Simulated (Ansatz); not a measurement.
# I: pressure up to the limit of the methods

Aim: compress I (A7 type) step by step, far beyond the usual range, and follow pressure and electronic structure. The runs shown use PAW.

Method: DFT, PBE, PAW with Ansatz's default frozen-core files, scalar-relativistic, in Ansatz 0.2.0.

### 1 The system as given

The structure is trigonal, space group R-3m (No. 166). The conventional cell has a = 4.607 Å, b = 4.607 Å, c = 12.208 Å, α = 90.00°, β = 90.00°, γ = 120.00°. I (site symmetry 3m) is surrounded by 3 I at 3.10 Å.

Coordinates:

```cif
data_structure
_symmetry_space_group_name_H-M 'R-3m:H'
_symmetry_Int_Tables_number 166
_cell_length_a 4.6070
_cell_length_b 4.6070
_cell_length_c 12.2085
_cell_angle_alpha 90.000
_cell_angle_beta 90.000
_cell_angle_gamma 120.000
_cell_volume 224.40
loop_
_atom_site_label
_atom_site_type_symbol
_atom_site_symmetry_multiplicity
_atom_site_Wyckoff_symbol
_atom_site_fract_x
_atom_site_fract_y
_atom_site_fract_z
_atom_site_occupancy
I1 I 6 c 0.33333 0.66667 0.89867 1
```

The file gives the conventional cell by its symmetry; the runs use the cell typed in the input.

Whether this phase is the stable one at these pressures isn't tested.

Atoms are numbered in the order of the input: I1, I2.

### 2 Cell relaxed at zero pressure, PAW

input.yaml

```yaml
crystal:
  lattice:
    - [2.3034853437, -1.3299178832, 4.0694907738]
    - [0.0, 2.6598357665, 4.0694907738]
    - [-2.3034853437, -1.3299178832, 4.0694907738]
  atoms:
    - { symbol: I, position: [0.232, 0.232, 0.232] }
    - { symbol: I, position: [-0.232, -0.232, -0.232] }
kpoints:
  mp_grid: { grid: [11, 11, 11] }
scf:
  occupations: { method: fermi_dirac, width: 0.1 }
hamiltonian:
  xc: pbe
  pseudopotentials: { kind: paw }
output:
  forces: true
  stress: true
relax:
  f_tol: 0.005
  max_steps: 40
  cell: {}
```

Command:

```console
$ ansatz run input.yaml --threads 1 --pin off --max-ram 2048MiB --backend cpu --events-out ev --progress --plain --runs-dir out
```

The runs that follow: Volume scaled by 1, PAW; Shape and atoms relaxed at 0.92 of the volume, PAW; Volume scaled by 0.92, PAW; Volume scaled by 0.92, PAW (cutoff 250 eV); Shape and atoms relaxed at 0.84 of the volume, PAW; Volume scaled by 0.84, PAW; Shape and atoms relaxed at 0.76 of the volume, PAW; Volume scaled by 0.76, PAW; Volume scaled by 0.76, PAW (partial_waves polarizable); Shape and atoms relaxed at 0.68 of the volume, PAW; Volume scaled by 0.68, PAW; Shape and atoms relaxed at 0.6 of the volume, PAW; Volume scaled by 0.6, PAW; Shape and atoms relaxed at 0.52 of the volume, PAW; Volume scaled by 0.52, PAW; Shape and atoms relaxed at 0.45 of the volume, PAW; Volume scaled by 0.45, PAW; Volume scaled by 0.45, PAW (cutoff 800 eV).

**Question.** What will these runs give? Wanted: PAW pressure at 0.45 of the volume; fitted bulk modulus at zero pressure.

**Answer**, as computed:

| quantity | value |
| --- | --- |
| PAW pressure at 0.45 of the volume | 111.1 GPa |
| PAW (cutoff 800 eV) pressure at 0.45 of the volume | 111.0 GPa |
| fitted bulk modulus at zero pressure (PAW) | 33 GPa |
| its pressure derivative | 3.83 |

In words: By PAW the pressure climbs to 111 GPa at 0.45 of the first volume. A third-order Birch-Murnaghan curve fits the range only roughly (B₀ = 33 GPa, B′ = 3.83, misfit at most 1.64 GPa). A fit over so wide a range leans to the high pressures, so B₀ can be off by several per cent. No all-electron run checks these rows here, and frozen cores can fail under such compression. The ions are at rest, and the electrons smeared by 0.1 eV. Spin-orbit coupling is left out, though the cell holds I; in elements this heavy it can shift bands and gaps by tenths of an eV.

The cell is layered and no dispersion term is used, so the spacing and stiffness across the layers are uncertain.
